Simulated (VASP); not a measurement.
Here is a VASP 6.6.1 calculation.

File INCAR:

```
SYSTEM = Ta
  PREC = Accurate
  ENCUT = 600
  EDIFF = 1E-7
  ISMEAR = 0
  SIGMA = 0.1
  LREAL = .FALSE.
  LASPH = .TRUE.
  NELM = 60
  ALGO = Fast
  ISIF = 3
  LWAVE = .FALSE.
  LCHARG = .FALSE.
  GGA = PS
  IBRION = 2
  NSW = 90
  EDIFFG = -0.005
```

KPOINTS

```
Automatic mesh
0
G
  6 6 4
  0 0 0
```

File POSCAR:

```
Ta
1.0
    2.9416827500      0.0000000000      0.0000000000
   -1.4708413800      2.5475719900      0.0000000000
    0.0000000000      0.0000000000      4.8037679400
Ta
2
Direct
    0.3333333300      0.6666666700      0.2500000000
    0.6666666700      0.3333333300      0.7500000000
```

Potentials or basis: VASP PAW PBE potentials, release 64 (Ta_pv).

Command:

```console
$ cat potpaw_PBE.64/Ta_pv/POTCAR > POTCAR
$ mpirun -np 1 vasp_std > vasp.out
```

(1) Predict the band gap on the k mesh.

(2) Predict the relaxed volume.

(3) What does it give for the space group after relaxing (to 0.05 Å)?

Results:

(1) none (metal or under the smearing width).

(2) 18.04 Å³/atom.

(3) P6_3/mmc (No. 194).

Caveat: the k mesh is coarse (spacing up to 0.41 Å⁻¹), so the values aren't converged; the PAW data sets were made with another functional, which shifts forces and pressure a little.
